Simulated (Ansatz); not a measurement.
# Si31Ge: the cost of one run

All numbers below are computed with Ansatz 0.2.0 (DFT PBEsol, scalar-relativistic, plane waves, PAW).

3 further runs of the same task are left out: 3 set aside as unsound or not needed.

## 1. Starting point

The cell holds 32 atoms (GeSi31): a = 9.412 Å, b = 9.412 Å, c = 9.412 Å, α = 109.47°, β = 109.47°, γ = 109.47°.

The coordinates of this cell stand in the input of its own run.

The host was relaxed before at PBEsol: a = 5.434 Å, b = 5.434 Å, c = 5.434 Å, α = 90.00°, β = 90.00°, γ = 90.00° (conventional cell), 20.055 Å³/atom.

Places, in fractions of the supercell: Ge in place of Si at (0.500, 0.750, 0.500). The start keeps the symmetry of the ideal site.

Earlier runs gave the host's free energy in this supercell, -19887.676 eV, its gap, 0.46 eV.

## 2. Charge 0, atoms relaxed

File input.yaml:

```yaml
crystal:
  lattice:
    - [-5.4338340904, -5.4338340904, -5.4338340904]
    - [5.4338340904, 5.4338340904, -5.4338340904]
    - [5.4338340904, -5.4338340904, 5.4338340904]
  atoms:
    - { symbol: Ge, position: [0.5, 0.75, 0.5] }
    - { symbol: Si, position: [0.5, 0.5, 0.75] }
    - { symbol: Si, position: [0.25, 0.75, 0.75] }
    - { symbol: Si, position: [0.5, 0.25, 0.0] }
    - { symbol: Si, position: [0.25, 0.5, 0.0] }
    - { symbol: Si, position: [0.0, 0.75, 0.0] }
    - { symbol: Si, position: [0.5, 0.0, 0.25] }
    - { symbol: Si, position: [0.25, 0.25, 0.25] }
    - { symbol: Si, position: [0.0, 0.5, 0.25] }
    - { symbol: Si, position: [0.75, 0.75, 0.25] }
    - { symbol: Si, position: [0.25, 0.0, 0.5] }
    - { symbol: Si, position: [0.0, 0.25, 0.5] }
    - { symbol: Si, position: [0.75, 0.5, 0.5] }
    - { symbol: Si, position: [0.0, 0.0, 0.75] }
    - { symbol: Si, position: [0.75, 0.25, 0.75] }
    - { symbol: Si, position: [0.75, 0.0, 0.0] }
    - { symbol: Si, position: [0.75, 0.75, 0.5] }
    - { symbol: Si, position: [0.75, 0.5, 0.75] }
    - { symbol: Si, position: [0.5, 0.75, 0.75] }
    - { symbol: Si, position: [0.75, 0.25, 0.0] }
    - { symbol: Si, position: [0.5, 0.5, 0.0] }
    - { symbol: Si, position: [0.25, 0.75, 0.0] }
    - { symbol: Si, position: [0.75, 0.0, 0.25] }
    - { symbol: Si, position: [0.5, 0.25, 0.25] }
    - { symbol: Si, position: [0.25, 0.5, 0.25] }
    - { symbol: Si, position: [0.0, 0.75, 0.25] }
    - { symbol: Si, position: [0.5, 0.0, 0.5] }
    - { symbol: Si, position: [0.25, 0.25, 0.5] }
    - { symbol: Si, position: [0.0, 0.5, 0.5] }
    - { symbol: Si, position: [0.25, 0.0, 0.75] }
    - { symbol: Si, position: [0.0, 0.25, 0.75] }
    - { symbol: Si, position: [0.0, 0.0, 0.0] }
  host:
    lattice:
      - [0.0, 2.7169170452, 2.7169170452]
      - [2.7169170452, 0.0, 2.7169170452]
      - [2.7169170452, 2.7169170452, 0.0]
    atoms:
      - { symbol: Si, position: [0.25, 0.25, 0.25] }
      - { symbol: Si, position: [0.0, 0.0, 0.0] }
basis:
  ecutwfc: 420
  xc_grid: 2
kpoints:
  mp_grid: { grid: [2, 2, 2], shift: [0.5, 0.5, 0.5] }
hamiltonian:
  xc: pbesol
scf:
  occupations: { method: gaussian, width: 0.02 }
output:
  forces: true
  stress: false
  eigenvalues: true
  charged_corrections: { defect_position: [0.5, 0.75, 0.5] }
  write_density: true
  write_potential: true
  elf: true
  volumetric_format: npy
relax:
  adjacent_minimum: "off"
  f_tol: 0.03
  max_steps: 40
```

The run is started by

```console
$ ansatz run input.yaml --threads 8 --pin off --max-ram 16384MiB --backend cpu --events-out ev --progress --plain --runs-dir out
```

What time and memory should one allow on 8 threads of Arm Neoverse V1, shared host?

About 12 s, with a peak of 1 GiB.
